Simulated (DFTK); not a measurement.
Runs of DFTK 0.8.2 on Hf. Symmetry: P6_3/mmc, No. 194, hexagonal system. Conventional cell: a = 3.197 Å, b = 3.197 Å, c = 5.058 Å, α = 90.00°, β = 90.00°, γ = 120.00°. Hf (site symmetry -6m2) is surrounded by 12 Hf at 3.13 to 3.20 Å. 

```tsv
task	level	potentials or basis	cutoff (eV)	valence electrons	SCF solver	gap on the mesh (eV)	pressure (GPa)	V0 of scaled cells (Å³/atom)	B0 (GPa)
band structure	TASK	in-house norm-conserving set (r2SCAN, scalar relativistic)	1225	Hf 26	ScfAndersonSolver	none	5.1	-	-
equation of state	PBEsol	SG15 1.2 (PBE)	952	Hf 26	-	-	-	21.86	114
equation of state	BLYP	SPMS 1.0 (PBE)	816	Hf 12	-	-	-	(b)	(a)
band structure	r2SCAN	in-house norm-conserving set (r2SCAN, scalar relativistic)	1225	Hf 26	ScfAndersonSolver	none	0.3	-	-
```

Alike in all rows: no spin polarisation; cell as given; k mesh 6 × 6 × 3; smearing fermi-dirac 0.05 eV; the mesh is coarse, so values aren't converged.

Estimate the missing entries.

(a) 105; (b) 23.19.

Caveats: all runs use coarse meshes; the potentials were made for another functional, which shifts forces and pressure (some runs); the program warned that the kinetic-energy density falls under its von Weizsäcker bound, which can give unphysical results (some runs); spin-orbit coupling is left out, which moves the levels of the heavy elements (some runs); the cell was scaled at fixed shape and fractional positions, which overstates the stiffness of a crystal with free parameters, most of all of layers and chains (some runs).

A k mesh can miss the band edges, and the runs leave out spin-orbit coupling on Hf.

A gap of «none» marks a metal or a gap under the smearing width.
